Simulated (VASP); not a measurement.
Runs of VASP 6.6.1 on Pb. The structure is cubic, space group Fm-3m (No. 225). Conventional cell: a = 4.950 Å, b = 4.950 Å, c = 4.950 Å, α = 90.00°, β = 90.00°, γ = 90.00°. Around Pb (site symmetry m-3m) lie 12 Pb at 3.50 Å. 

```tsv
level	gap on the mesh (eV)	pressure (GPa)	relaxed volume (Å³/atom)
BEEF-vdW	none	0.0	(c)
optB86b-vdW	none	0.0	(a)
vdW-DF-cx	none	0.0	30.06
vdW-DF2	none	0.0	35.64
vdW-DF	none	0.0	(b)
optPBE-vdW	none	0.0	32.21
optB88-vdW	none	0.0	31.54
rev-vdW-DF2	none	0.0	30.95
```

Alike in all rows: task relaxation of cell and atoms; potentials or basis VASP PAW PBE potentials, release 64 (Pb_d); no spin polarisation; cell relaxed; k mesh 9 × 9 × 9; cutoff (eV) 600; smearing fermi-dirac 0.05 eV.

Fill in the values left out.

(a) 30.71; (b) 33.75; (c) 33.02.

Caveats: the PAW data sets were made with another functional, which shifts forces and pressure a little; the volume moved by over 15 % at a fixed basis, so the end points are rough (some runs); the volume moved by +18 % from the deposited cell, more than functionals usually miss (some runs); the volume moved by +11 % from the deposited cell, more than functionals usually miss (some runs).

A k mesh can miss the band edges, and the runs leave out spin-orbit coupling on Pb.

A gap of «none» marks a metal or a gap under the smearing width.

Runs at the PBE level aren't shown here.
